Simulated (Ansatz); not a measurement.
**SnO (Pmn2_1), generalised stacking fault**

These are results of DFT PBEsol, scalar-relativistic, plane waves, PAW in Ansatz 0.2.0, not measurements. Settings: plane waves to 420 eV, k-mesh 7×8×3 (Γ-centred), Gaussian smearing 0.05 eV. No spin polarisation. Energies are free energies at this smearing, counted from the undisturbed cell; pressure is positive in compression.

The starting cell (relaxed at this level; this form isn't the usual structure):

```yaml
crystal:
  lattice:
    - [0.00000, 0.00000, -3.89416]
    - [-3.31561, 0.00000, 0.00000]
    - [0.00000, 11.41000, 0.00000]
  atoms:
    - { symbol: Sn, position: [0.47383, 0.00000, 0.86689] }
    - { symbol: Sn, position: [0.47383, 0.00000, 0.36689] }
    - { symbol: Sn, position: [0.97383, 0.50000, 0.13311] }
    - { symbol: Sn, position: [0.97383, 0.50000, 0.63311] }
    - { symbol: O, position: [0.27617, 0.00000, 0.19268] }
    - { symbol: O, position: [0.27617, 0.00000, 0.69268] }
    - { symbol: O, position: [0.77617, 0.50000, 0.80732] }
    - { symbol: O, position: [0.77617, 0.50000, 0.30732] }
```

The cell holds layers and no dispersion correction was added, so their binding is poorly described.

The cut lies on the cell's a–b face, a (0 1 0) plane (indices in the standard cell, whose axes needn't be the Cartesian ones shown) of area 12.91 Å², between layers 3.04 Å apart. Vector c is tilted by f times 1·a + 0·b (length 3.894 Å) with the atoms' Cartesian places fixed: one unrelaxed fault a cell.

| f | γ (mJ/m²) | shear traction, the slope of γ along the slip (GPa) | gap on the mesh (eV) |
| --- | --- | --- | --- |
| 0.0000 | 0 | 0.0 | 1.24 |
| 0.1000 | 21 | 1.1 | 1.22 |
| 0.2000 | 81 | 2.0 | 1.16 |
| 0.3000 | 171 | 2.5 | 1.09 |
| 0.4000 | ? | 1.9 | ? |
| 0.5000 | 301 | 0.0 | 0.87 |

By symmetry 0.6000 repeats 0.4000, 0.8000 repeats 0.2000 in energy, with the opposite slope along the path.

**Question.** Give the withheld values.

**Answer.** γ (mJ/m²) at f = 0.4000: 261; gap on the mesh (eV) at f = 0.4000: 0.97.

Cost: 6 runs of about 6.3 core-minutes in all, on Intel Xeon Processor @ 2.50GHz (Skylake/Cascade Lake) (shared hosts).